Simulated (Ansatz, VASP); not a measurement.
# Te2Mo in two plane-wave programs, part 2 of 2

Wanted: the spread between two codes on one cell, functional and k mesh. The structure shown is the start of the Ansatz relaxation below; VASP solves that cell, so the two are compared at the walk's first step. Other levels of theory on this material are compared in a session of their own.

VASP 6.6.1 and Ansatz 0.2.0.

So far. Step 4 (Differences): The forces differ by 14 meV/Å r.m.s., which is 29.6 % of the r.m.s. force of 0.049 eV/Å (both taken over all components). With vacuum in the cell, a pressure given here is an average over mostly empty space and none of the material.

### Step 6. Ansatz: relaxation, r2SCAN

Level of this step: Ansatz beside VASP: Kohn-Sham DFT, plane waves, r2SCAN (Ansatz).

The two programs are compared at the cell with which this relaxation starts, whose forces are those of its first step.

The structure compared here is the start of the Ansatz relaxation; VASP solves that cell, so the two are compared at the walk's first step.

The input, input.yaml:

```yaml
crystal:
  lattice:
    - [3.5182, 0.0, 0.0]
    - [-1.7591, 3.046850576, 0.0]
    - [0.0, 0.0, 19.6051888]
  atoms:
    - { symbol: Te, position: [0.666666667, 0.333333333, 0.591944761] }
    - { symbol: Mo, position: [0.333333333, 0.666666667, 0.5] }
    - { symbol: Te, position: [0.666666667, 0.333333333, 0.408055239] }
kpoints:
  mp_grid: { grid: [12, 12, 1] }
scf:
  occupations: { method: fermi_dirac, width: 0.02 }
  n_extra_bands: 8
hamiltonian:
  xc: r2scan
  pseudopotentials: { kind: paw }
output:
  forces: true
  write_potential: true
  volumetric_format: []
relax:
  f_tol: 0.01
  max_steps: 40
  cell: { fix: [c, alpha, beta] }
```

Run with:

```
> ansatz run input.yaml --threads 4 --pin off --max-ram 8192MiB --backend cpu --events-out ev --progress --plain --runs-dir out
```

Numbers of over 12 decimals in the logs are rounded to 6 here.

Log:

```text
[...]
Crystal: 3 atoms, lattice volume = 210.156 Å³
Basis set: ecut = 500 eV, 5327 PW (Γ), exchange–correlation on 108×108×576 points (64 copies of the dense FFT grid, shifted against one another)
Bands: 31, of which v1, the nominal top of the filled ones, is band 23 counted from 1 (22 counted from 0)
Symmetry: 12 space group operations
[...]
--- Relaxed structure (4 steps of the walk, 4 accepted, 1 SCFs on fresh bases) ---
[...]
cell:  # Å, volume = 215.2598 Å³
    - [3.560661, 0, 0.0]
    - [-1.780331, 3.083623, 0.0]
    - [0.0, 0.0, 19.6051888]
  atoms:
    - { symbol: Te, position: [0.666667, 0.333333, 0.591247] }
    - { symbol: Mo, position: [0.333333, 0.666667, 0.500000] }
    - { symbol: Te, position: [0.666667, 0.333333, 0.408753] }
[key lines of the parts left out:]
SCF converged after 10 iterations
Free energy (F): -18958.091186 eV
Fermi energy:    1.518376 eV
P = ⅓ Tr σ = 0.0163 GPa (0.163 kbar)
```

### Step 7. VASP: single point, r2SCAN, start cell

The same cell, functional, mesh and smearing now go to VASP, with its own data sets.

The input, INCAR:

```
SYSTEM = Te2Mo
PREC = Accurate
ENCUT = 440
EDIFF = 1E-06
NELM = 120
ISMEAR = -1
SIGMA = 0.02
LREAL = .FALSE.
ALGO = Normal
METAGGA = R2SCAN
LASPH = .TRUE.
NBANDS = 19
LORBIT = 11
LWAVE = .FALSE.
LCHARG = .FALSE.
ISIF = 2
GGA_COMPAT = .FALSE.
EFERMI = MIDGAP
LMIXTAU = .TRUE.
KPAR = 2
```

The input, POSCAR:

```
Te2Mo
1.0
    3.5182000000      0.0000000000      0.0000000000
   -1.7591000000      3.0468510000      0.0000000000
    0.0000000000      0.0000000000     19.6051890000
Te Mo
2 1
Direct
    0.6666666667      0.3333333333      0.5919447652
    0.6666666667      0.3333333333      0.4080552348
    0.3333333333      0.6666666667      0.4999999745
```

The input, KPOINTS:

```
Automatic mesh
0
Gamma
12 12 1
0 0 0
```

Potentials, in the order of the species: Te and Mo_sv (PBE family, release 64).

Run with:

```
> mpirun -np 2 vasp_std
```

Log:

```text
[banner, memory and clock lines left out]
running    2 mpi-ranks, on    1 nodes
[...]
[... a notice as in an earlier step ...]

 LDA part: xc-table for (None), standard interpolation
 POSCAR, INCAR and KPOINTS ok, starting setup
[...]
entering main loop
       N       E                     dE             d eps       ncg     rms          rms(c)
DAV:   1     0.472770237368E+02    0.47277E+02   -0.12477E+04  1018   0.940E+02
DAV:   2    -0.780776483493E+02   -0.12535E+03   -0.12261E+03   982   0.199E+02
DAV:   3    -0.855584535280E+02   -0.74808E+01   -0.74158E+01   993   0.423E+01
DAV:   4    -0.857044809154E+02   -0.14603E+00   -0.14589E+00   998   0.589E+00
[...]
DAV:  64    -0.777573525876E+02   -0.31476E-04   -0.12556E-05   841   0.238E-02    0.445E-04
DAV:  65    -0.777573544559E+02   -0.18683E-05   -0.34759E-07   747   0.512E-03    0.479E-04
DAV:  66    -0.777573535226E+02    0.93336E-06   -0.18197E-07   533   0.423E-03
   1 F= -.77757354E+02 E0= -.77757354E+02  d E =-.168060E-14
```

From OUTCAR (step 7):

```text
  Total        0.9700363      0.9700365      0.1655765     -0.0000000     -0.0000000      0.0000000
  in kB        7.3952996      7.3953017      1.2623116     -0.0000000     -0.0000000      0.0000000
  external PRESSURE =       5.3509710 kB  Pullay stress =       0.0000000 kB

 POSITION                                       TOTAL-FORCE (eV/Angst)
 -----------------------------------------------------------------------------------
      1.75910      1.01562     11.60519         0.000000      0.000000      0.057754
      1.75910      1.01562      8.00000         0.000000      0.000000     -0.057754
     -0.00000      2.03123      9.80259        -0.000000     -0.000000      0.000000
 -----------------------------------------------------------------------------------
    total drift:                                0.000001      0.000008      0.001400

  FREE ENERGIE OF THE ION-ELECTRON SYSTEM (eV)
  ---------------------------------------------------
  free  energy   TOTEN  =       -77.7573535226 eV

  energy  without entropy=      -77.7573535226  energy(sigma->0) =      -77.75735352

[... 1 part as in an earlier step ...]

[... 2 further parts left out ...]
[key lines of the parts left out:]
E-fermi :   0.2069
```

### Step 8. Differences

What differs besides the data sets and the points named for the pairs above, as far as they apply: VASP keeps PBE cores, Ansatz makes them for the functional; the data sets hold 46 valence electrons in Ansatz (on its default PAW (the set named soft_2) files) and 26 in VASP; the cutoff is 500 eV in Ansatz and 440 eV in VASP. Total energies have different zeros and are not compared.

Forces (eV/Å; atoms numbered as in POSCAR):

| atom | Ansatz x, y, z | VASP x, y, z |
| --- | --- | --- |
| Te1 | 0.000, 0.000, 0.032 | 0.000, 0.000, 0.058 |
| Te2 | 0.000, 0.000, -0.032 | 0.000, 0.000, -0.058 |
| Mo3 | 0.000, 0.000, 0.000 | 0.000, 0.000, 0.000 |

The forces differ by 12 meV/Å r.m.s., which is 45.1 % of the r.m.s. force of 0.027 eV/Å (both taken over all components). With vacuum in the cell, a pressure given here is an average over mostly empty space and none of the material.

### Step 9. Further runs

Further runs change the set-up of one program: Ansatz's method, potentials or start, or VASP's data sets, cutoff or form of LDA. The table gives that difference for each run.

| run | r.m.s. force difference (meV/Å) |
| --- | --- |
| as above | 12 |
| VASP with a cutoff of 550 eV (perhaps on Ansatz's relaxed cell) | 12 |

### Step 10. Summary of results

```json
{
 "r.m.s. force difference (single point, PBEsol, start cell)": "14 meV/Å",
 "r.m.s. force difference (single point, r2SCAN, start cell)": "12 meV/Å"
}
```

The r.m.s. force difference is 14 meV/Å (single point, PBEsol, start cell), beyond the 12 meV/Å picked in this series as the mark of a large difference. The data sets hold unlike numbers of valence electrons (46 in Ansatz and 26 in VASP), so part of the differences comes from the potentials. 6 further runs of this series are not shown here. Such differences can come from data sets, numerical settings and the points named under the comparisons, not from the functional's error against experiment.

[Lines on the potential files, build, host, timing and source positions are cut from VASP's logs without a mark.]

[Logs are printed without paths, hosts, clocks, repeated set-up lines and the standing remarks that a program may print on its own settings, such as how far it seeks lower states.]

[Hosts, paths, dates, database ids (printed as entryN), source tags and the programs' standing remarks are cut or masked in the printed files.]

[Rows of further runs with another cutoff or data set may stand on the cell that Ansatz relaxed, not on the start cell of the pair above them.]
